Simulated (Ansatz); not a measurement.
# P (honeycomb bilayer): converging the G0W0 gap

How do accuracy and time trade against each other in G0W0 on P (honeycomb bilayer)?

Program: Ansatz 0.2.0. Level of theory: G0W0 on PBE, plane waves, PAW; PAW set soft_1. Results are calculated unless marked as measured.

### 1. Starting point

The cell holds 4 atoms: 4 P. Cell: a = 3.255 Å, b = 3.255 Å, c = 34.400 Å, α = 90.0°, β = 90.0°, γ = 120.0°. Regions: layer 1 (P-hc), 2 atoms (2 P); layer 2 (P-hc), 2 atoms (2 P). Vacuum lies along c.

The structure was relaxed with PBE-D3(BJ). The runs that relaxed it are not among those shown. The Coulomb interaction is cut off across the vacuum.

### 2. 209 empty bands, screening to 44 eV

Now the one-shot GW correction: screening in the RPA, then the self-energy of the levels asked for. This step takes PAW set soft_1 files.

input.yaml

```yaml
crystal:
  lattice:
    - [3.2551426215, 0.0, 0.0]
    - [-1.6275713108, 2.8190362032, 0.0]
    - [0.0, 0.0, 34.4]
  atoms:
    - { symbol: P, position: [0.3333333333, 0.6666666667, 0.4546438761] }
    - { symbol: P, position: [0.6666666667, 0.3333333333, 0.4184564772] }
    - { symbol: P, position: [0.3333333333, 0.6666666667, 0.5815435228] }
    - { symbol: P, position: [0.6666666667, 0.3333333333, 0.5453561239] }
  periodic: [true, true, false]
kpoints:
  mp_grid: { grid: [6, 6, 1] }
hamiltonian:
  xc: pbe
  pseudopotentials: { kind: paw, azcp: { folder: soft_1 } }
scf:
  occupations: { method: fixed }
gw:
  n_empty_bands: 209
  ecut_chi: 44
  qp_bands: [v2, c2]
  qp_kpoints: band_edges
  screening: { model: contour_deformation }
```

Launch:

```sh
> ansatz run input.yaml --threads 3 --pin off --max-ram 92160MiB --backend cuda --events-out ev --progress --plain --runs-dir out --devices 1 --max-vram 13GiB
```

Numbers of over 12 decimals in the logs are rounded to 6 here.

What it wrote:

```text
GPUs: using 1 of 1 available (devices: 1).
Engine: ansatz 0.2.0, x86_64-unknown-linux-gnu
Pseudopotentials: kind: paw
Pseudopotential: P, paw, valence charge 5, recommended cutoff 420 eV (normal), soft_1/P.paw.azcp
Functional definition: PBE
  parameter kappa = 0.804
  parameter beta = 0.066725
  exchange = pbe_x(kappa = kappa, mu = beta*pi^2/3)
  correlation = pbe_c(beta = beta)
device memory: the entry about to start is reckoned to put 1.9 GiB on a device that reports 49.6 GiB free (of which the cap on the GPU budget leaves the run 13.0 GiB)
GPU FFT provider: cuFFT
GPU libraries: cuBLAS 13.8.2, cuFFT 12.4.0, cuSOLVER 12.3.4
Crystal: 4 atoms, lattice volume = 315.667 Å³
Basis set: ecut = 420 eV, 6283 PW (Γ)
Bands: 14, of which v1, the nominal top of the filled ones, is band 10 counted from 1 (9 counted from 0)
Symmetry: 12 space group operations
Space group: P-3m1 (ITA 164), of the structure as read, at distance tolerance 6.8e-5 Å
k-points: 7 of 36
Non-local potential: P, projectors of the file, l = 0: 2, l = 1: 2, l = 2: 1
PAW form: soft (Blöchl's): semilocal exchange-correlation on the pseudo side does not see the compensation charge
PAW one-centre angular grid: P, 110 points (default); XC on 64 Gauss nodes
Initial density: superposition of atomic densities (neutral atoms: chi_scale 0, normalization atom)
Initial wavefunctions: pseudopotential atomic-orbital guess
GPU buffer pool allocated for 138240 grid points (all kernels)
GPU transforms: local potential and band sums: pruned to the plane-wave sphere, on 24×24×240
Functional: x = pbe(κ = 0.804, μ = 0.219515), c = pbe(β = 0.066725)
SCF iter   1: F=—  HF=-3022.732448 eV  |F-HF|=—  |Δ(HF+E_count)|=         —  Δρ=1.92e-2  dr2=8.72e-1  ethr=3.10e-3  ⟨swp⟩=8.0  Hψ=787  notcnv=0  defer=12
preconditioner: auto → Resta (q_TF=auto, 1.723 Å⁻¹)  ε∞=2.1  [insulator: Δε(μ)=1.063 eV  Ē_g=8.922 eV  n_scr=18 (ndim 8)  ℏωp=9.3 eV  f_vac=0.701  ε∞_Penn≈2.1  vacuum switching on, ρ_ref=5.8e-3 e/Å³]
SCF iter   2: F=—  HF=-3022.562247 eV  |F-HF|=—  |Δ(HF+E_count)|=   1.70e-1  Δρ=1.00e-2  dr2=2.34e-1  ethr=3.10e-3  ⟨swp⟩=1.1  Hψ=155  notcnv=0  defer=12
SCF iter   3: F=—  HF=-3022.533456 eV  |F-HF|=—  |Δ(HF+E_count)|=   2.88e-2  Δρ=1.83e-3  dr2=4.36e-2  ethr=1.17e-3  ⟨swp⟩=3.0  Hψ=192  notcnv=0  defer=13
SCF iter   4: F=—  HF=-3022.526889 eV  |F-HF|=—  |Δ(HF+E_count)|=   6.57e-3  Δρ=1.03e-3  dr2=4.24e-3  ethr=2.18e-4  ⟨swp⟩=3.4  Hψ=193  notcnv=0  defer=14
SCF iter   5: F=—  HF=-3022.529956 eV  |F-HF|=—  |Δ(HF+E_count)|=   3.07e-3  Δρ=1.39e-3  dr2=1.02e-2  ethr=2.12e-5  ⟨swp⟩=5.1  Hψ=287  notcnv=0  defer=15
SCF iter   6: F=—  HF=-3022.526077 eV  |F-HF|=—  |Δ(HF+E_count)|=   3.88e-3  Δρ=1.65e-4  dr2=1.60e-4  ethr=2.12e-5  ⟨swp⟩=4.0  Hψ=251  notcnv=0  defer=14
SCF iter   7: F=—  HF=-3022.526037 eV  |F-HF|=—  |Δ(HF+E_count)|=   4.01e-5  Δρ=2.41e-5  dr2=2.84e-6  ethr=8.00e-7  ⟨swp⟩=3.9  Hψ=245  notcnv=0  defer=14
SCF iter   8: F=—  HF=-3022.526037 eV  |F-HF|=—  |Δ(HF+E_count)|=   1.36e-7  Δρ=3.75e-6  dr2=1.22e-7  ethr=1.42e-8  ⟨swp⟩=3.6  Hψ=232  notcnv=0  defer=14
SCF iter   9: F=-3022.526037 eV  HF=-3022.526037 eV  |F-HF|=1.47e-9  |Δ(HF+E_count)|=   1.24e-8  Δρ=8.95e-7  dr2=3.70e-9  ethr=5.00e-10  ⟨swp⟩=13.1  Hψ=813  notcnv=0
SCF 1 converged in 9 iterations: F = -3022.526037 eV  dr2 = 3.70e-9
  greatest PAW one-centre occupation: 0.815 electrons in one spin orbital (limit 2), on the P atom at site 2 (counted from 0), in its partial waves of l = 0
device memory: the entry about to start is reckoned to put 2.6 GiB on a device that reports 47.3 GiB free (of which the cap on the GPU budget leaves the run 13.0 GiB)
NSCF: frozen V_eff on 7 k-points
the band table was solved once the SCF had ended and its energy, with any forces and stress, was formed, with the checks that follow a solve (967 applications of the Hamiltonian). They found nothing against the state; the energy, forces and stress were not computed again (output.eigenvalues in the input reference)
device memory: the entry about to start is reckoned to put 4.4 GiB on a device that reports 48.6 GiB free (of which the cap on the GPU budget leaves the run 13.0 GiB)
NSCF: frozen V_eff on 7 k-points
G₀W₀ screening: q 1/7
[... further progress lines ...]
SCF converged after 9 iterations
Free energy (F): -3022.526037 eV
Harris-Foulkes:  -3022.526037 eV  (|F-HF|=1.47e-9)
Internal energy: -3022.526037 eV  (E = F + TS)
E sigma→0 (E₀):  -3022.526037 eV
Fermi energy:    -5.487250 eV
--- Per-component energies (eV) ---
  E_band       = -228.511046
  E_kinetic    = 272.280076
  E_local      = -23591.133220  (includes V_loc(G=0)·N_el)
  E_nonlocal   = 130.804284
  E_hartree    = 11616.081710
  E_xc         = -289.886290
  E_vxc        = -241.750971  (∫ρ·V_xc dr)
  E_paw        = -2232.692283  (= ΣΔE_a)
  E_vpaw       = -30.873269  (= ΣTr[D̂ρ^β])
  E_aug_tail   = -0.000001  (compensation charges beyond the density's cutoff)
  E_ewald      = 11072.019687
  E_smearing   = -0.000000  (= −TS)
  E_closure    = -0.000000  (closes the sum)
  Σ components = -3022.526037   (vs F -3022.526037, Δ=0.00e0)
--- Band table (eV; the first three rows and the last of 7) ---
  k-point 0: bands = [... 6 lower, -6.2619, -6.2071, -6.2071, -5.5834, -2.2233, -2.2233, -2.2069, -2.1991]
  k-point 1: bands = [... 6 lower, -7.0750, -7.0623, -7.0100, -5.4872, -3.2509, -3.1274, -1.3064, -1.1803]
  k-point 2: bands = [... 6 lower, -8.0958, -8.0238, -6.6444, -6.4062, -4.4632, -3.8928, -2.2332, -1.7272]
  k-point 6: bands = [... 6 lower, -8.3185, -8.3185, -7.6415, -7.6415, -4.5597, -3.6560, -1.2950, -1.2950]
--- G₀W₀: contour deformation, 6 samples at zero and on the imaginary axis and 2 off it, 36 q-points, 209 empty bands' worth ---
  eigenvalues of the whole cell's RPA ε∞ on this k-mesh (on a slab, of 1 + 4πα/V) = 1.2129, 4.4090, 4.4090; static W/v taken at q = 0 is 0.413044
  gw.qp_kpoints: band_edges: 6 of 7 stored k-points solved, in 1 pass; an edge of the gap read off the rows below is read off those points alone
    valence top: of the k-points left out ik 5 came nearest to being solved in a further pass, in band 9 (counted from 1, as in the quasiparticle table): it holds the edge there only if its correction is more favourable than any solved in that band by at least 1.538 eV; those differ by 0.323 eV
    conduction bottom: of the k-points left out ik 5 came nearest to being solved in a further pass, in band 11 (counted from 1, as in the quasiparticle table): it holds the edge there only if its correction is more favourable than any solved in that band by at least 1.225 eV; those differ by 0.386 eV
    ik  band        ε_KS         Σx   Σc(E_QP)       V_xc       Z   E_QP_lin       E_QP  E_QP is
     0     9     -6.2071   -16.7609     1.5943   -15.1666  0.7517    -6.2071    -6.2072  root
     0    10     -5.5834   -14.4918     1.5875   -12.6207  0.7408    -5.8687    -5.8670  root
     0    11     -2.2233    -8.7517    -4.1764   -13.8358  0.7344    -1.2933    -1.3157  root
     0    12     -2.2233    -8.7517    -4.1764   -13.8358  0.7344    -1.2933    -1.3157  root
     1     9     -7.0100   -16.6384     1.8060   -14.7773  0.7433    -7.0653    -7.0652  root
     1    10     -5.4872   -14.9309     1.5527   -13.1447  0.7414    -5.7218    -5.7208  root
     1    11     -3.2509    -8.8181    -3.7854   -13.4158  0.7472    -2.4235    -2.4386  root
     1    12     -3.1274    -8.6038    -3.8438   -13.2610  0.7447    -2.2996    -2.3140  root
     2     9     -6.6444   -15.4476     2.0232   -13.1458  0.7249    -6.9249    -6.9231  root
     2    10     -6.4062   -15.4127     1.6819   -13.5371  0.7314    -6.6006    -6.6000  root
     2    11     -4.4632    -8.2910    -3.3978   -12.3413  0.7605    -3.8029    -3.8108  root
     2    12     -3.8928    -8.2930    -3.5411   -12.5342  0.7555    -3.1816    -3.1928  root
     3     9     -7.9412   -14.9877     2.2234   -12.4539  0.7112    -8.2539    -8.2515  root
     3    10     -7.3283   -15.5387     2.1077   -13.1775  0.7146    -7.5838    -7.5818  root
     3    11     -4.2835    -7.9638    -3.5546   -12.1925  0.7611    -3.6000    -3.6094  root
     3    12     -4.1360    -7.9348    -3.6692   -12.3112  0.7601    -3.4182    -3.4287  root
     4     9     -6.6295   -14.9362     1.9924   -12.6211  0.7247    -6.9552    -6.9522  root
     4    10     -5.7786   -15.6201     1.6484   -13.7854  0.7374    -5.9656    -5.9649  root
     4    11     -2.7149    -8.7484    -3.6823   -13.1622  0.7432    -1.9725    -1.9834  root
     4    12     -2.3797    -8.0549    -3.7799   -12.5363  0.7398    -1.6689    -1.6783  root
     6     9     -7.6415   -16.3251     2.3899   -13.7161  0.7071    -7.8613    -7.8605  root
     6    10     -7.6415   -16.3251     2.3899   -13.7161  0.7071    -7.8613    -7.8605  root
     6    11     -4.5597    -7.1139    -3.2303   -10.8660  0.7585    -4.0332    -4.0379  root
     6    12     -3.6560    -7.3741    -3.5937   -11.6026  0.7459    -3.0108    -3.0212  root
```

Run time: 15 s. Hardware: 1 × NVIDIA H100 80GB HBM3 (shared by 6 runs) with 3 threads of AMD EPYC 7R13 (Zen 3), shared host; peak memory 1.2 GiB; 12 s of CPU time.

Numbers from this step:

```
bands summed                                 : 219
plane waves in the screening matrix          : 211
q-points in the mesh                         : 36
G0W0 gap on the mesh                         : 1.683 eV
k of the valence top                         : 0, 0.1667, 0
k of the conduction bottom                   : 0.3333, 0.3333, 0
starting gap on the mesh                     : 0.9275 eV
Z at the valence top                         : 0.7414
Z at the conduction bottom                   : 0.7585
least direct G0W0 gap on the computed points : 2.789 eV
```

The gap on the mesh goes from 0.93 eV to 1.68 eV, a correction of +0.76 eV. Between the two edge states, bare exchange in place of the xc potential would open the gap by 5.54 eV, and correlation takes back 4.78 eV.

### 3. 512 empty bands, screening to 80 eV

Bands and screening cutoff are moved together, since each hides the error of the other.

input.yaml: that of step 2 with these lines changed.

```diff
@@ -18,5 +18,6 @@
   occupations: { method: fixed }
+  convergence: { dr2_threshold: 1.0e-10 }
 gw:
-  n_empty_bands: 209
-  ecut_chi: 44
+  n_empty_bands: 512
+  ecut_chi: 80.0
   qp_bands: [v2, c2]
```

What it wrote:

```text
GPUs: using 1 of 1 available (devices: 1).
[...]
GPU FFT provider: cuFFT
GPU libraries: cuBLAS 13.8.2, cuFFT 12.4.0, cuSOLVER 12.3.4
Crystal: 4 atoms, lattice volume = 315.667 Å³
Basis set: ecut = 420 eV, 6283 PW (Γ)
Bands: 14, of which v1, the nominal top of the filled ones, is band 10 counted from 1 (9 counted from 0)
Symmetry: 12 space group operations
[...]
k-points: 7 of 36
[...]
GPU buffer pool allocated for 138240 grid points (all kernels)
[...]
SCF iter   1: F=—  HF=-3022.732448 eV  |F-HF|=—  |Δ(HF+E_count)|=         —  Δρ=1.92e-2  dr2=8.72e-1  ethr=3.10e-3  ⟨swp⟩=8.0  Hψ=787  notcnv=0  defer=12
[...]
SCF iter  10: F=-3022.526037 eV  HF=-3022.526037 eV  |F-HF|=1.05e-11  |Δ(HF+E_count)|=  1.76e-10  Δρ=1.30e-7  dr2=5.15e-11  ethr=1.00e-12  ⟨swp⟩=13.1  Hψ=1038  notcnv=0
SCF 1 converged in 10 iterations: F = -3022.526037 eV  dr2 = 5.15e-11
[...]
NSCF: frozen V_eff on 7 k-points
[...]
G₀W₀ screening: q 1/7
[... further progress lines ...]
SCF converged after 10 iterations
Free energy (F): -3022.526037 eV
[...]
Internal energy: -3022.526037 eV  (E = F + TS)
E sigma→0 (E₀):  -3022.526037 eV
Fermi energy:    -5.487241 eV
[...]
--- Band table (eV; the first three rows and the last of 7) ---
  k-point 0: bands = [... 6 lower, -6.2619, -6.2070, -6.2070, -5.5834, -2.2233, -2.2233, -2.2068, -2.1990]
  k-point 1: bands = [... 6 lower, -7.0750, -7.0623, -7.0100, -5.4872, -3.2509, -3.1274, -1.3064, -1.1803]
  k-point 2: bands = [... 6 lower, -8.0957, -8.0238, -6.6444, -6.4062, -4.4632, -3.8928, -2.2332, -1.7272]
  k-point 6: bands = [... 6 lower, -8.3185, -8.3185, -7.6415, -7.6415, -4.5597, -3.6560, -1.2950, -1.2950]
[...]
0     9     -6.2070   -16.7609     1.2214   -15.1666  0.7456    -6.5823    -6.5800  root
     0    10     -5.5834   -14.4918     1.3149   -12.6207  0.7350    -6.1467    -6.1395  root
     0    11     -2.2233    -8.7517    -4.4607   -13.8358  0.7266    -1.5913    -1.5999  root
     0    12     -2.2233    -8.7517    -4.4607   -13.8358  0.7266    -1.5913    -1.5999  root
     1     9     -7.0100   -16.6384     1.4571   -14.7773  0.7381    -7.4168    -7.4140  root
     1    10     -5.4872   -14.9309     1.2578   -13.1446  0.7352    -6.0213    -6.0156  root
     1    11     -3.2509    -8.8181    -4.0415   -13.4158  0.7422    -2.6883    -2.6946  root
     1    12     -3.1274    -8.6038    -4.0968   -13.2610  0.7399    -2.5610    -2.5669  root
[...]
6     9     -7.6415   -16.3251     2.1027   -13.7161  0.7006    -8.1507    -8.1477  root
     6    10     -7.6415   -16.3251     2.1027   -13.7161  0.7006    -8.1507    -8.1477  root
     6    11     -4.5597    -7.1139    -3.3942   -10.8660  0.7552    -4.1997    -4.2018  root
     6    12     -3.6560    -7.3741    -3.7838   -11.6026  0.7422    -3.2063    -3.2113  root
```

The job ended after 20 s (1 × NVIDIA H100 80GB HBM3 (shared by 6 runs) with 3 threads; peak memory 1.8 GiB; 28 s of CPU time).

Numbers from this step:

| Property | Result |
| --- | --- |
| bands summed | 522 |
| plane waves in the screening matrix | 537 |
| q-points in the mesh | 36 |
| G0W0 gap on the mesh | 1.814 eV |
| k of the valence top | 0, 0.1667, 0 |
| k of the conduction bottom | 0.3333, 0.3333, 0 |
| starting gap on the mesh | 0.9275 eV |
| Z at the valence top | 0.7352 |
| Z at the conduction bottom | 0.7552 |
| least direct G0W0 gap on the computed points | 2.868 eV |

Against the run with 6×6×1 mesh, 209 empty bands, screening to 44 eV, PAW set soft_1 files, the gap moves by +0.13 eV.

### 4. Convergence and cost

Times are wall times on 1 × NVIDIA H100 80GB HBM3 (shared by 6 runs) with 3 threads of AMD EPYC 7R13 (Zen 3), shared host, good to a factor of about two.

| mesh | files | frequency | bands summed | cutoff (eV) | start (eV) | G0W0 (eV) | time | host memory (GiB) |
| --- | --- | --- | --- | --- | --- | --- | --- | --- |
| 6×6×1 | PAW set soft_1 | contour deformation | 219 | 44 | 0.928 | 1.683 | 15 s | 1.2 |
| 6×6×1 | PAW set soft_1 | contour deformation | 522 | 80 | 0.928 | 1.814 | 20 s | 1.8 |

How the two edges are built up, in eV (the quasiparticle level is the starting level plus Σx plus Σc less Vxc):

| run | edge | start | Σx | Σc | Vxc | Z | QP |
| --- | --- | --- | --- | --- | --- | --- | --- |
| 219 bands | valence top | -5.49 | -14.93 | 1.55 | -13.14 | 0.74 | -5.72 |
| 219 bands | conduction bottom | -4.56 | -7.11 | -3.23 | -10.87 | 0.76 | -4.04 |
| 522 bands | valence top | -5.49 | -14.93 | 1.26 | -13.14 | 0.74 | -6.02 |
| 522 bands | conduction bottom | -4.56 | -7.11 | -3.39 | -10.87 | 0.76 | -4.20 |

### 5. Results

```
219 bands, 44 eV                    : 1.683 eV
522 bands, 80 eV                    : 1.814 eV
estimated limit in bands and cutoff : 1.91 eV
mesh and start                      : 6×6×1, PBE
```

What this shows: A line in one over the bands through the two rungs gives 1.91 eV, +0.09 eV from the top rung; with two points alone it is an unchecked estimate. The rungs stand 0.23 eV (219 bands) and 0.09 eV (522 bands) from it. From 219 to 522 bands the gap moves by +0.13 eV. Σc changes by −0.29 eV at the valence top and −0.16 eV at the conduction bottom, so both edges matter. The mesh in the plane is coarse for a sheet; gap and any exciton binding can still move on denser ones.

[Paths, hosts, dates, memory and timing lines, banners, echoed tables and standing remarks are left out of the program output.]

[Logs are printed without paths, hosts, clocks, repeated set-up lines and the standing remarks that a program may print on its own settings, such as how far it seeks lower states.]

[Runs of the session that timed out or met a known fault of the program may be left out.]

[Cells called generated may have been cut or substituted from an entry of the Crystallography Open Database or the Materials Project.]

[Hosts, paths, dates, database ids (printed as entryN), source tags and the programs' standing remarks are cut or masked in the printed files.]
